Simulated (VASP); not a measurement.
Write the native input for VASP 6.6.1 that does the following.

| Item | Value |
| --- | --- |
| Task | single point |
| Functional | r2SCAN |
| Potentials or basis | VASP PAW PBE potentials, release 64 (Y_sv) |
| Cutoff | 520 eV |
| k mesh | 14 × 14 × 14 |
| Occupations | gaussian, width 0.05 eV |
| Spin | no spin polarisation |
| Dipole correction | no |
| Further INCAR settings | ALGO = Normal; EDIFF = 1e-07; NBANDS = 12 |

The structure of Y lies in POSCAR:

```
Y
1.0
    0.0000000000      2.5514438835      2.5514438835
    2.5514438835      0.0000000000      2.5514438835
    2.5514438835      2.5514438835      0.0000000000
Y
1
Direct
    0.0000000000      0.0000000000      0.0000000000
```

The cell was built by a generator and needn't be a form met in nature.

One way to write it, as run:

INCAR

```
SYSTEM = Y
PREC = Accurate ; ENCUT = 520
EDIFF = 1E-7 ; ISMEAR = 0
SIGMA = 0.05 ; LREAL = .FALSE.
LASPH = .TRUE. ; NELM = 80
ALGO = Normal ; ISIF = 2
LWAVE = .FALSE. ; LCHARG = .FALSE.
METAGGA = R2SCAN ; LMIXTAU = .TRUE.
NBANDS = 12
```

KPOINTS

```
Automatic mesh
0
G
  14 14 14
  0 0 0
```

Potentials or basis: VASP PAW PBE potentials, release 64 (Y_sv).

Run with:

```console
$ cat potpaw_PBE.64/Y_sv/POTCAR > POTCAR
$ mpirun -np 1 vasp_std > vasp.out
```

It gave:

| Item | Value |
| --- | --- |
| Pressure | 0.0 GPa |
| Band gap on the k mesh | none (metal or under the smearing width) |

Caveat: the PAW data sets were made with another functional, which shifts forces and pressure a little.

Run time: 2.1 min on 1 thread of Intel(R) Xeon(R) 6975P-C (Granite Rapids) (shared host), peak memory 0.21 GiB.
